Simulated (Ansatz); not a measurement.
A relaxation computed with Ansatz, from input to last step.

```yaml
crystal:
  lattice:
    - [6.1884005066, -6.1884005066, 6.1884005066]
    - [6.1884005066, 6.1884005066, -6.1884005066]
    - [-6.1884005066, 6.1884005066, 6.1884005066]
  atoms:
    - { symbol: In, position: [0.0, 0.5, 0.75] }
    - { symbol: In, position: [0.25, 0.25, 0.75] }
    - { symbol: In, position: [0.5, 0.0, 0.75] }
    - { symbol: In, position: [0.75, 0.5, 0.0] }
    - { symbol: In, position: [0.75, 0.75, 0.75] }
    - { symbol: In, position: [0.0046827392, 0.2483232398, 0.002165064] }
    - { symbol: In, position: [0.2445563033, -0.0014629879, -0.0124948349] }
    - { symbol: In, position: [0.4970824019, 0.5064324039, 0.2547371729] }
    - { symbol: In, position: [0.5, 0.75, 0.0] }
    - { symbol: In, position: [0.75, 0.25, 0.25] }
    - { symbol: In, position: [-0.0007568668, -0.0004330191, 0.2397829094] }
    - { symbol: In, position: [0.249798934, 0.5055326204, 0.4951786988] }
    - { symbol: In, position: [0.25, 0.75, 0.25] }
    - { symbol: In, position: [0.5079146701, 0.2597398819, 0.503765459] }
    - { symbol: In, position: [0.75, 0.0, 0.5] }
    - { symbol: In, position: [0.0, 0.75, 0.5] }
    - { symbol: As, position: [0.0, 0.5, 0.5] }
    - { symbol: As, position: [0.2340647124, 0.2467218838, 0.4960735993] }
    - { symbol: As, position: [0.5, 0.0, 0.5] }
    - { symbol: As, position: [0.75, 0.5, 0.75] }
    - { symbol: As, position: [0.75, 0.75, 0.5] }
    - { symbol: As, position: [0.0, 0.25, 0.75] }
    - { symbol: As, position: [0.25, 0.0, 0.75] }
    - { symbol: As, position: [0.5, 0.5, 0.0] }
    - { symbol: As, position: [0.5, 0.75, 0.75] }
    - { symbol: As, position: [0.75, 0.25, 0.0] }
    - { symbol: As, position: [-0.0013690818, -0.0044824297, -0.0115691768] }
    - { symbol: As, position: [0.2508786797, 0.4990104582, 0.2437193609] }
    - { symbol: As, position: [0.25, 0.75, 0.0] }
    - { symbol: As, position: [0.4969992348, 0.2465097426, 0.2530518353] }
    - { symbol: As, position: [0.75, 0.0, 0.25] }
    - { symbol: As, position: [0.0, 0.75, 0.25] }
    - { symbol: H, position: [0.236662266, 0.2438058957, 0.2449044519] }
basis:
  ecutwfc: 420
  xc_grid: 2
kpoints:
  mp_grid: { grid: [3, 3, 3], shift: [0.0, 0.0, 0.0] }
hamiltonian:
  xc: pbe
scf:
  occupations: { method: gaussian, width: 0.1 }
output:
  forces: true
  stress: false
  eigenvalues: true
  write_density: true
  write_potential: true
  elf: true
  volumetric_format: npy
relax:
  adjacent_minimum: "off"
  f_tol: 0.025
  max_steps: 45
```

```bash
ansatz run input.yaml --threads 4 --pin off --max-ram 10240MiB --backend cpu --events-out ev --progress --plain --runs-dir out
```

The calculation used DFT PBE, scalar-relativistic, plane waves, PAW in Ansatz.

The cell holds a point defect: H interstitial, neutral.

Of 14 frames 6 are shown, positions in Å and forces in eV/Å; the SCF threshold varies from step to step. The mark taken_back stands on steps that the optimiser undid.

```xyz
33
Lattice="6.1884 -6.1884 6.1884 6.1884 6.1884 -6.1884 -6.1884 6.1884 6.1884" Properties=species:S:1:pos:R:3:forces:R:3 pbc="T T T" step=1 free_energy_over_end_meV_per_atom=33.09
In   -1.5471    7.7355    1.5471    0.0517   -0.0208    0.1060
In   -1.5471    4.6413    4.6413   -0.0691    0.1510    0.0047
In   -1.5471    1.5471    7.7355    0.0737   -0.0703    0.0550
In    7.7355   -1.5471    1.5471   -0.0472    0.0353    0.0525
In    4.6413    4.6413    4.6413   -0.2207   -0.2213   -0.3096
In    1.5523    1.5211   -1.4943   -0.0775    0.0351   -0.4808
In    1.5817   -1.5998    1.4451   -0.2224    0.2466    0.9030
In    4.6337    1.6343    1.5186    0.1591   -0.8105    0.4954
In    7.7355    1.5471   -1.5471   -0.0307    0.0261   -0.0115
In    4.6413   -1.5471    4.6413   -0.0561    0.0383   -0.0696
In   -1.4912    1.4859    1.4819   -0.2511    0.0062    0.0501
In    1.6099    4.6469    1.4818   -0.2551   -0.1068    0.2245
In    4.6413    4.6413   -1.5471    0.1385    0.1158   -0.1546
In    1.6331    1.5817    4.6533   -1.0129    0.1169   -0.3026
In    1.5471   -1.5471    7.7355   -0.0125    0.0275    0.0337
In    1.5471    7.7355   -1.5471   -0.0762   -0.0522   -0.0448
As    0.0000    6.1884    0.0000    0.0404    0.0329   -0.1110
As   -0.0946    3.1482    2.9916    0.9864   -0.4133    0.2978
As    0.0000    0.0000    6.1884    0.0889    0.1377   -0.1165
As    3.0942    3.0942    6.1884    0.2241    0.2503    0.1965
As    6.1884    3.0942    3.0942    0.0631    0.0873    0.0429
As   -3.0942    6.1884    3.0942   -0.0541    0.0317    0.0411
As   -3.0942    3.0942    6.1884    0.3820   -0.3330   -0.3471
As    6.1884    0.0000    0.0000   -0.0891    0.0425    0.0585
As    3.0942    6.1884    3.0942    0.0304   -0.0263   -0.0110
As    6.1884   -3.0942    3.0942    0.0668   -0.0711    0.1529
As    0.0354   -0.0909   -0.0523   -0.0641    0.4396    0.2793
As    3.1324    3.0438   -0.0273   -0.4228    0.4171   -0.0522
As    6.1884    3.0942   -3.0942    0.0870    0.0855   -0.1713
As    3.0351    0.0159    3.1161    0.3779   -0.0876   -0.7349
As    3.0942   -3.0942    6.1884    0.0851   -0.1354   -0.0343
As    3.0942    6.1884   -3.0942    0.1198    0.0072   -0.0841
H     1.4578    1.5598    1.4714   -0.0131    0.0182    0.0420
33
Lattice="6.1884 -6.1884 6.1884 6.1884 6.1884 -6.1884 -6.1884 6.1884 6.1884" Properties=species:S:1:pos:R:3:forces:R:3 pbc="T T T" step=4 free_energy_over_end_meV_per_atom=21.08
In   -1.5369    7.7293    1.5357    0.0046   -0.0011    0.0242
In   -1.5173    4.6166    4.6095   -0.0290    0.0450    0.0394
In   -1.5337    1.5411    7.7236   -0.0082   -0.0001   -0.0007
In    7.7469   -1.5555    1.5299   -0.0095    0.0080    0.0067
In    4.6693    4.6559    4.6494   -0.0037   -0.0301   -0.0397
In    1.5596    1.5513   -1.5731    0.0124    0.0149   -0.0472
In    1.5648   -1.5686    1.5368    0.0015    0.0036    0.0661
In    4.6600    1.5395    1.5365   -0.0306   -0.0256    0.0339
In    7.7419    1.5431   -1.5555   -0.0010    0.0076   -0.0165
In    4.6363   -1.5372    4.6137    0.0074    0.0147   -0.0229
In   -1.5758    1.5422    1.5382   -0.0704   -0.0147   -0.0111
In    1.5639    4.6621    1.5269    0.0045    0.0064   -0.0053
In    4.6359    4.6219   -1.5429    0.0028   -0.0271    0.0097
In    1.5651    1.5340    4.6493   -0.0339   -0.0038   -0.0184
In    1.5582   -1.5528    7.7225   -0.0159    0.0105    0.0284
In    1.5541    7.7351   -1.5553   -0.0217   -0.0051   -0.0071
As   -0.0011    6.1852   -0.0194    0.0170    0.0080   -0.0030
As    0.0424    3.0503    3.0348    0.1704   -0.1304   -0.0877
As    0.0035   -0.0156    6.1792   -0.0001    0.0309   -0.0049
As    3.1155    3.0935    6.1770   -0.0036    0.0278    0.0061
As    6.1975    3.0975    3.0882    0.0086   -0.0002    0.0026
As   -3.0750    6.1735    3.0823   -0.0164    0.0093    0.0043
As   -3.0734    3.0882    6.1679    0.0085   -0.0139   -0.0041
As    6.1986   -0.0143   -0.0204    0.0013    0.0017    0.0140
As    3.1130    6.1892    3.0937    0.0019   -0.0054    0.0098
As    6.1904   -3.0886    3.0771    0.0126   -0.0217    0.0230
As    0.0436    0.0389    0.0305    0.0664    0.0798    0.0775
As    3.0818    3.0678    0.0131    0.0419    0.0575   -0.0546
As    6.1904    3.0879   -3.0977    0.0111    0.0094   -0.0309
As    3.0837    0.0106    3.0726    0.0874   -0.0640    0.0049
As    3.0990   -3.0853    6.1659    0.0114   -0.0286   -0.0051
As    3.0928    6.1716   -3.0917    0.0169    0.0011   -0.0074
H     1.2802    1.6285    1.4773   -0.2445    0.0357    0.0162
33
Lattice="6.1884 -6.1884 6.1884 6.1884 6.1884 -6.1884 -6.1884 6.1884 6.1884" Properties=species:S:1:pos:R:3:forces:R:3 pbc="T T T" step=6 free_energy_over_end_meV_per_atom=14.78
In   -1.5386    7.7316    1.5338   -0.0161   -0.0003    0.0159
In   -1.4900    4.5969    4.5949   -0.0202    0.0516    0.0393
In   -1.5382    1.5432    7.7200   -0.0142   -0.0058    0.0120
In    7.7459   -1.5579    1.5265   -0.0235    0.0021    0.0024
In    4.6983    4.6662    4.6630    0.0829    0.0479    0.0358
In    1.5874    1.5678   -1.5839    0.0100   -0.0114    0.0071
In    1.5854   -1.5634    1.5597    0.0028   -0.0016   -0.0109
In    4.6538    1.5345    1.5362   -0.0009    0.0188    0.0092
In    7.7433    1.5405   -1.5637   -0.0138   -0.0128   -0.0131
In    4.6633   -1.5479    4.6216    0.0804   -0.0440    0.0322
In   -1.6368    1.5357    1.5319   -0.1567   -0.0579   -0.0322
In    1.5932    4.6710    1.5060    0.0519    0.0607   -0.0106
In    4.6568    4.6193   -1.5456    0.0630    0.0255   -0.0333
In    1.5918    1.5074    4.6528    0.0402   -0.0067    0.0377
In    1.5555   -1.5486    7.7264   -0.0173    0.0146    0.0277
In    1.5537    7.7374   -1.5547   -0.0243    0.0063   -0.0031
As    0.0065    6.1898   -0.0142    0.0117    0.0029    0.0016
As    0.1084    2.9784    2.9653    0.2412   -0.3010   -0.3236
As    0.0089   -0.0086    6.1808   -0.0077    0.0104   -0.0033
As    3.1210    3.1006    6.1733   -0.0029    0.0042   -0.0037
As    6.1995    3.0947    3.0858    0.0065   -0.0088   -0.0055
As   -3.0634    6.1659    3.0827   -0.0048    0.0022   -0.0097
As   -3.0691    3.0901    6.1625   -0.0014    0.0023    0.0037
As    6.2026   -0.0139   -0.0224    0.0161   -0.0022    0.0020
As    3.1255    6.1859    3.1001   -0.0041   -0.0044   -0.0013
As    6.1992   -3.0991    3.0738    0.0081   -0.0028   -0.0058
As    0.0828    0.0907    0.0747   -0.0345   -0.0456   -0.0404
As    3.1161    3.0903   -0.0110    0.0495    0.0022   -0.0162
As    6.1996    3.0856   -3.1077    0.0004    0.0024   -0.0113
As    3.1286   -0.0186    3.0947    0.0040    0.0277   -0.0354
As    3.0899   -3.0766    6.1551   -0.0111    0.0149   -0.0173
As    3.0861    6.1582   -3.0805    0.0034   -0.0179    0.0211
H     0.9085    1.6897    1.5376   -0.3196    0.2270    0.3300
33
Lattice="6.1884 -6.1884 6.1884 6.1884 6.1884 -6.1884 -6.1884 6.1884 6.1884" Properties=species:S:1:pos:R:3:forces:R:3 pbc="T T T" step=9 free_energy_over_end_meV_per_atom=6.09 taken_back
In   -1.5377    7.7331    1.5325    0.0151    0.0155    0.0209
In   -1.5369    4.6335    4.6254   -0.0948    0.0888    0.0795
In   -1.5368    1.5440    7.7206    0.0145    0.0061    0.0191
In    7.7471   -1.5607    1.5299   -0.0097   -0.0041    0.0234
In    4.6900    4.6348    4.6282   -0.0311   -0.0561   -0.0630
In    1.5674    1.5411   -1.5673   -0.0240    0.0016    0.0049
In    1.5650   -1.5528    1.5300   -0.0211   -0.0019    0.0085
In    4.6585    1.5349    1.5279    0.0058    0.0130    0.0145
In    7.7470    1.5439   -1.5691   -0.0073    0.0218   -0.0106
In    4.6808   -1.5600    4.6097    0.0369   -0.0329   -0.0136
In   -1.6706    1.4713    1.4656   -0.1405   -0.0083    0.0033
In    1.6371    4.7093    1.4728   -0.0059    0.0848    0.0248
In    4.6776    4.6147   -1.5638    0.0322   -0.0103   -0.0336
In    1.6357    1.4770    4.6905   -0.0135    0.0294    0.0590
In    1.5524   -1.5496    7.7229   -0.0225    0.0039    0.0207
In    1.5512    7.7337   -1.5593   -0.0262    0.0052   -0.0036
As    0.0028    6.1920   -0.0223    0.0019    0.0140    0.0000
As    0.2061    2.8897    2.8769   -0.9948    1.3946    1.4873
As    0.0049   -0.0141    6.1815   -0.0131    0.0103    0.0102
As    3.1302    3.1045    6.1780   -0.0125    0.0084    0.0073
As    6.2070    3.0817    3.0713    0.0181   -0.0112   -0.0114
As   -3.0747    6.1754    3.0671   -0.0011   -0.0048   -0.0250
As   -3.0778    3.0767    6.1664    0.0051   -0.0210   -0.0048
As    6.2203   -0.0121   -0.0235    0.0198   -0.0225   -0.0170
As    3.1341    6.1920    3.0996   -0.0080    0.0087    0.0033
As    6.2114   -3.1112    3.0673    0.0027   -0.0142   -0.0007
As    0.0150   -0.0050   -0.0177    0.0061    0.0125    0.0166
As    3.1270    3.0823   -0.0293    0.0231   -0.0042   -0.0223
As    6.2104    3.0798   -3.1206    0.0006   -0.0047   -0.0200
As    3.1324   -0.0273    3.0757    0.0139   -0.0127   -0.0212
As    3.0868   -3.0662    6.1417   -0.0193   -0.0268    0.0045
As    3.0845    6.1468   -3.0743   -0.0157    0.0099   -0.0197
H     0.8270    2.0037    1.9410    1.2652   -1.4924   -1.5408
33
Lattice="6.1884 -6.1884 6.1884 6.1884 6.1884 -6.1884 -6.1884 6.1884 6.1884" Properties=species:S:1:pos:R:3:forces:R:3 pbc="T T T" step=11 free_energy_over_end_meV_per_atom=0.70
In   -1.5421    7.7371    1.5359   -0.0049    0.0020   -0.0010
In   -1.5477    4.6448    4.6347   -0.0120    0.0165    0.0160
In   -1.5400    1.5455    7.7261   -0.0032    0.0019    0.0016
In    7.7393   -1.5613    1.5357   -0.0012    0.0050    0.0047
In    4.6889    4.6294    4.6223   -0.0145   -0.0233   -0.0242
In    1.5629    1.5418   -1.5562   -0.0093   -0.0073    0.0221
In    1.5631   -1.5468    1.5304   -0.0086    0.0188   -0.0086
In    4.6526    1.5381    1.5296   -0.0026   -0.0028   -0.0081
In    7.7395    1.5480   -1.5707   -0.0017    0.0036    0.0053
In    4.6857   -1.5665    4.6117   -0.0041   -0.0053   -0.0081
In   -1.6886    1.4769    1.4726    0.0269    0.0103    0.0054
In    1.6337    4.7155    1.4783   -0.0048    0.0269   -0.0023
In    4.6854    4.6184   -1.5722   -0.0017   -0.0054   -0.0091
In    1.6308    1.4869    4.6936    0.0014   -0.0048    0.0340
In    1.5445   -1.5448    7.7260   -0.0021    0.0076   -0.0045
In    1.5435    7.7359   -1.5563   -0.0002   -0.0018    0.0071
As   -0.0014    6.1953   -0.0188   -0.0087    0.0024    0.0026
As    0.2082    2.8813    2.8675   -0.0776    0.0074   -0.0021
As    0.0005   -0.0077    6.1830   -0.0068    0.0012    0.0025
As    3.1261    3.1102    6.1819   -0.0017    0.0027    0.0039
As    6.2070    3.0791    3.0683   -0.0036    0.0006   -0.0001
As   -3.0817    6.1801    3.0687   -0.0053    0.0026   -0.0016
As   -3.0815    3.0767    6.1693   -0.0054   -0.0003    0.0017
As    6.2183   -0.0097   -0.0203   -0.0082   -0.0014   -0.0024
As    3.1304    6.1951    3.1041   -0.0017    0.0054    0.0044
As    6.2114   -3.1170    3.0711    0.0007   -0.0014   -0.0004
As    0.0022   -0.0026   -0.0122   -0.0076    0.0022    0.0025
As    3.1312    3.0921   -0.0329    0.0036    0.0062   -0.0063
As    6.2108    3.0816   -3.1273    0.0005   -0.0004   -0.0005
As    3.1337   -0.0277    3.0809    0.0030   -0.0070    0.0106
As    3.0768   -3.0652    6.1426   -0.0104    0.0060    0.0026
As    3.0755    6.1481   -3.0721   -0.0115    0.0019    0.0049
H     0.9565    1.9281    1.8805    0.1836   -0.0693   -0.0522
33
Lattice="6.1884 -6.1884 6.1884 6.1884 6.1884 -6.1884 -6.1884 6.1884 6.1884" Properties=species:S:1:pos:R:3:forces:R:3 pbc="T T T" step=14 free_energy_over_end_meV_per_atom=0.00
In   -1.5561    7.7446    1.5450    0.0000    0.0004   -0.0001
In   -1.5245    4.6184    4.6074   -0.0002    0.0005    0.0006
In   -1.5561    1.5560    7.7337    0.0000    0.0000    0.0003
In    7.7266   -1.5382    1.5453    0.0002    0.0003    0.0003
In    4.6625    4.6089    4.5979   -0.0004   -0.0008   -0.0007
In    1.5560    1.5381   -1.5442    0.0000    0.0000   -0.0007
In    1.5560   -1.5333    1.5272    0.0000   -0.0008   -0.0001
In    4.6276    1.5381    1.5272    0.0010    0.0000   -0.0001
In    7.7266    1.5562   -1.5491    0.0002    0.0003    0.0002
In    4.6737   -1.5796    4.6090    0.0009   -0.0008    0.0004
In   -1.6522    1.4749    1.4639    0.0012   -0.0003   -0.0002
In    1.6193    4.7460    1.4640    0.0002   -0.0009   -0.0003
In    4.6737    4.6200   -1.5905    0.0009    0.0004   -0.0007
In    1.6193    1.4749    4.7350    0.0003   -0.0004   -0.0005
In    1.5378   -1.5380    7.7334   -0.0003    0.0000   -0.0001
In    1.5378    7.7443   -1.5490   -0.0002    0.0000   -0.0001
As   -0.0270    6.2074   -0.0267    0.0000    0.0000   -0.0001
As    0.2754    2.8186    2.8077    0.0007   -0.0006   -0.0011
As   -0.0270   -0.0158    6.1964    0.0000   -0.0002    0.0001
As    3.1100    3.1211    6.1965    0.0001    0.0003    0.0000
As    6.1976    3.0705    3.0596    0.0011   -0.0002   -0.0001
As   -3.0845    6.1786    3.0787   -0.0004    0.0002    0.0003
As   -3.0844    3.0897    6.1677   -0.0005    0.0003    0.0002
As    6.1929   -0.0100   -0.0209   -0.0003    0.0006    0.0005
As    3.1100    6.2075    3.1101    0.0000    0.0000    0.0004
As    6.2121   -3.1180    3.0741   -0.0003    0.0001   -0.0010
As   -0.0143   -0.0270   -0.0379    0.0005    0.0005    0.0004
As    3.1212    3.1083   -0.0380   -0.0006   -0.0005    0.0005
As    6.2121    3.0850   -3.1289   -0.0002   -0.0011    0.0000
As    3.1213   -0.0271    3.0973   -0.0007    0.0006   -0.0004
As    3.0750   -3.0672    6.1616   -0.0005    0.0000   -0.0002
As    3.0750    6.1725   -3.0781   -0.0005   -0.0002    0.0000
H     1.1821    1.9112    1.9002   -0.0020    0.0024    0.0024
```

The run took 12 min on 4 threads of AMD EPYC 9R45 96-Core Processor (Zen 5), with other jobs on the host, peak memory 6.1 GiB.